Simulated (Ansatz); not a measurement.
**Where the states of Bi$_{2}$Te$_{3}$ lie**

```
CELL_PARAMETERS angstrom
2.20850 1.27508 9.94667
-2.20850 1.27508 9.94667
0.00000 -2.55016 9.94667
ATOMIC_POSITIONS crystal
Bi 0.81200 0.81200 0.81200
Bi 0.40200 0.40200 0.40200
Te 0.61100 0.61100 0.61100
Te 0.20000 0.20000 0.20000
Te 0.00000 0.00000 0.00000
```

The conventional cell has a = 4.417 Å, b = 4.417 Å, c = 29.840 Å, α = 90.00°, β = 90.00°, γ = 120.00°. Bi (atom 1) is surrounded by 3 Te at 3.03 Å and 3 Bi at 3.43 Å. Around Bi (atom 2) lie 3 Te at 3.27 Å and 3 Bi at 3.43 Å. Te (atom 3) is surrounded by 6 Te at 3.04 to 3.45 Å. Around Te (atom 4) lie 3 Bi at 3.03 Å and 3 Te at 3.45 Å. Te (atom 5) has 3 Te at 3.04 Å and 3 Bi at 3.27 Å as nearest neighbours.

The geometry is COD entry 9012858, unchecked; take it as a test cell.

Spin–orbit coupling is left out, though it moves levels of the heavy atoms by tenths of an eV or more.

Theory: DFT, PBE, all-electron LAPW, scalar-relativistic (Ansatz 0.2.0).

Settings: a Γ-centred 8×8×8 k mesh, Fermi–Dirac smearing of 0.08 eV, basis error target 1 meV/atom, no spin polarisation.

States per eV and cell, averaged over 0.6 eV, from -10.0 to 5.4 eV, with energies (bin centres) from the Fermi level; empty bins are left out. 

```json
{"E (eV)": "-9.8", "total": "2.60"}
{"E (eV)": "-9.2", "total": "0.95"}
{"E (eV)": "-8.6", "total": "0.44"}
{"E (eV)": "-8.0", "total": "0.05"}
{"E (eV)": "-5.6", "total": "0.34"}
{"E (eV)": "-5.0", "total": "2.34"}
{"E (eV)": "-4.4", "total": "3.15"}
{"E (eV)": "-3.8", "total": "4.98"}
{"E (eV)": "-3.2", "total": "4.42"}
{"E (eV)": "-2.6", "total": "3.64"}
{"E (eV)": "-2.0", "total": "1.62"}
{"E (eV)": "-1.4", "total": "2.58"}
{"E (eV)": "-0.8", "total": "4.86"}
{"E (eV)": "-0.2", "total": "2.11"}
{"E (eV)": "0.4", "total": "3.09"}
{"E (eV)": "1.0", "total": "4.03"}
{"E (eV)": "1.6", "total": "2.28"}
{"E (eV)": "2.2", "total": "2.83"}
{"E (eV)": "2.8", "total": "3.48"}
{"E (eV)": "3.4", "total": "3.37"}
{"E (eV)": "4.0", "total": "3.01"}
{"E (eV)": "4.6", "total": "3.16"}
{"E (eV)": "5.2", "total": "2.00"}
```
